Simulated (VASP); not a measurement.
## SnTe in VASP 6.6.1, single-point calculation

INCAR

```
IBRION = -1
NBANDS = 12
LCHARG = .FALSE.
ENCUT = 520
ISIF = 2
PREC = Accurate
LASPH = .TRUE.
NELM = 51
LWAVE = .FALSE.
NSW = 0
SIGMA = 0.02
GGA = PE
ISMEAR = -1
LREAL = .FALSE.
EDIFF = 1E-7
```

KPOINTS

```
KPOINTS created by Atomic Simulation Environment
0
Gamma
6 6 6
0 0 0
```

POSCAR

```
Sn Te
 1.0000000000000000
    -0.0477864535000000    3.5361975556999998    3.5361975556999998
     3.5361975556999998   -0.0477864535000000    3.5361975556999998
     3.5361975556999998    3.5361975556999998   -0.0477864535000000
 Sn  Te
   1   1
Cartesian
 -0.0111157901453080 -0.0111157901453080 -0.0111157901453080
  1.7672679546203081  1.7672679546203081  1.7672679546203081
```

The recommended PBE PAW datasets give the neutral cell 20 valence electrons.

Command

```
mpirun -np 1 vasp_std
```

OSZICAR

```
N       E                     dE             d eps       ncg     rms          rms(c)
DAV:   1     0.120436337240E+03    0.12044E+03   -0.95034E+03   768   0.170E+03
DAV:   2     0.503451401310E+01   -0.11540E+03   -0.11451E+03   796   0.351E+02
DAV:   3    -0.673570578205E+01   -0.11770E+02   -0.11440E+02   936   0.109E+02
DAV:   4    -0.717263080029E+01   -0.43693E+00   -0.43674E+00   944   0.216E+01
DAV:   5    -0.718603671927E+01   -0.13406E-01   -0.13405E-01  1132   0.373E+00    0.487E+00
DAV:   6    -0.705503153200E+01    0.13101E+00   -0.41352E-01   896   0.375E+00    0.323E+00
DAV:   7    -0.705111928563E+01    0.39122E-02   -0.93478E-02   964   0.150E+00    0.102E+00
DAV:   8    -0.705214674960E+01   -0.10275E-02   -0.11058E-02   912   0.917E-01    0.247E-01
DAV:   9    -0.705294186043E+01   -0.79511E-03   -0.20715E-03   944   0.359E-01    0.782E-02
DAV:  10    -0.705305947395E+01   -0.11761E-03   -0.27234E-04   876   0.113E-01    0.403E-02
DAV:  11    -0.705320380241E+01   -0.14433E-03   -0.25706E-04   844   0.860E-02    0.353E-02
DAV:  12    -0.705320428181E+01   -0.47940E-06   -0.83221E-06   988   0.223E-02    0.116E-02
DAV:  13    -0.705320584451E+01   -0.15627E-05   -0.50210E-06   868   0.118E-02    0.438E-03
DAV:  14    -0.705320612602E+01   -0.28151E-06   -0.32600E-07   892   0.608E-03    0.453E-03
DAV:  15    -0.705320626681E+01   -0.14079E-06   -0.23552E-08   628   0.141E-03    0.270E-03
DAV:  16    -0.705320633805E+01   -0.71237E-07   -0.39608E-08   508   0.169E-03
   1 F= -.70532063E+01 E0= -.70531498E+01  d E =-.113140E-03
```

Standard output (part)

```
POSCAR found type information on POSCAR SnTe
 POSCAR found :  2 types and       2 ions
 LDA part: xc-table for (Slater+PW92), standard interpolation
 POSCAR, INCAR and KPOINTS ok, starting setup
 WAVECAR not read
 entering main loop
```

From OUTCAR

```
k-points           NKPTS =     32   k-points in BZ     NKDIM =     32   number of bands    NBANDS=     12

   NELECT =      20.0000    total number of electrons

   dimension x,y,z NGX =    40 NGY =   40 NGZ =   40
   dimension x,y,z NGXF=    80 NGYF=   80 NGZF=   80

  energy-cutoff  :      520.00
  volume of cell :       90.23
      direct lattice vectors                 reciprocal lattice vectors
    -0.047786453  3.536197556  3.536197556    -0.138560506  0.140458596  0.140458596
     3.536197556 -0.047786453  3.536197556     0.140458596 -0.138560506  0.140458596
     3.536197556  3.536197556 -0.047786453     0.140458596  0.140458596 -0.138560506

 k-points in reciprocal lattice and weights: KPOINTS created by Atomic Simulation Env
   0.00000000  0.00000000  0.00000000       0.005
   0.16666667  0.00000000  0.00000000       0.028
   0.33333333  0.00000000 -0.00000000       0.028
   0.50000000  0.00000000  0.00000000       0.014
   0.16666667  0.16666667  0.00000000       0.028
   0.33333333  0.16666667 -0.00000000       0.056
   0.50000000  0.16666667  0.00000000       0.056
  -0.33333333  0.16666667  0.00000000       0.056
   ...

 E-fermi :   3.5291

 k-point     1 :       0.0000    0.0000    0.0000
  band No.  band energies     occupation
      1     -18.2544      2.00000
      2     -18.2538      2.00000
      3     -18.2538      2.00000
      4     -18.2427      2.00000
      5     -18.2427      2.00000
      6      -8.1944      2.00000
      7      -1.5105      2.00000
      8       1.4916      2.00000
      9       1.4916      2.00000
     10       1.5881      2.00000
     11       4.5179      0.00000
     12       4.5184      0.00000

 k-point     2 :       0.1667    0.0000    0.0000
  band No.  band energies     occupation
      1     -18.2544      2.00000
      2     -18.2538      2.00000
      3     -18.2534      2.00000
      4     -18.2427      2.00000
      5     -18.2426      2.00000
      6      -8.0707      2.00000
      7      -2.1235      2.00000
      8       1.3253      2.00000
      9       1.4035      2.00000
     10       1.6665      2.00000
     11       4.7828      0.00000
     12       4.8096      0.00000

 k-point     3 :       0.3333    0.0000   -0.0000
  band No.  band energies     occupation
      1     -18.2551      2.00000
      2     -18.2530      2.00000
      3     -18.2526      2.00000
      4     -18.2426      2.00000
      5     -18.2425      2.00000
      6      -7.7816      2.00000
      7      -3.1133      2.00000
      8       1.0577      2.00000
      9       1.1263      2.00000
     10       1.5975      2.00000
     11       5.2239      0.00000
     12       5.2520      0.00000

 k-point     4 :       0.5000    0.0000    0.0000
  band No.  band energies     occupation
      1     -18.2555      2.00000
      2     -18.2527      2.00000
      3     -18.2523      2.00000
      4     -18.2425      2.00000
      5     -18.2424      2.00000
      6      -7.6064      2.00000
      7      -3.5681      2.00000
      8       0.9452      2.00000
      9       1.0098      2.00000
     10       1.5018      2.00000
     11       5.3480      0.00000
     12       5.3962      0.00000

 ...

  Total        0.6070861      0.6070861      0.6070861     -0.0912438     -0.0912438     -0.0912438
  in kB       10.7796978     10.7796978     10.7796978     -1.6201669     -1.6201669     -1.6201669
  external PRESSURE =      10.7796978 kB  Pullay stress =       0.0000000 kB

 POSITION                                       TOTAL-FORCE (eV/Angst)
 -----------------------------------------------------------------------------------
      7.01349      7.01349      7.01349        -0.002583     -0.002583     -0.002583
      1.76727      1.76727      1.76727         0.002583      0.002583      0.002583
 -----------------------------------------------------------------------------------
    total drift:                                0.000328      0.000328      0.000328

  FREE ENERGIE OF THE ION-ELECTRON SYSTEM (eV)
  ---------------------------------------------------
  free  energy   TOTEN  =        -7.0532063380 eV

  energy  without entropy=       -7.0530931984  energy(sigma->0) =       -7.05314977
```

It converged. Results: gap between bands v and c on the k mesh 0.19 eV; least direct gap on the k mesh 0.76 eV; pressure 1.1 GPa. Band v is the last that the valence electrons fill when counted band by band, and c is the next.

For comparison, a separate PBE run of the intended cell, on usual settings and not on those above, gives a gap of 0.19 eV on its mesh and a pressure of 1.1 GPa.

The run above took about 48 s on one core of a shared host (Intel Xeon Platinum 8488C) and held 0.25 GiB at most.
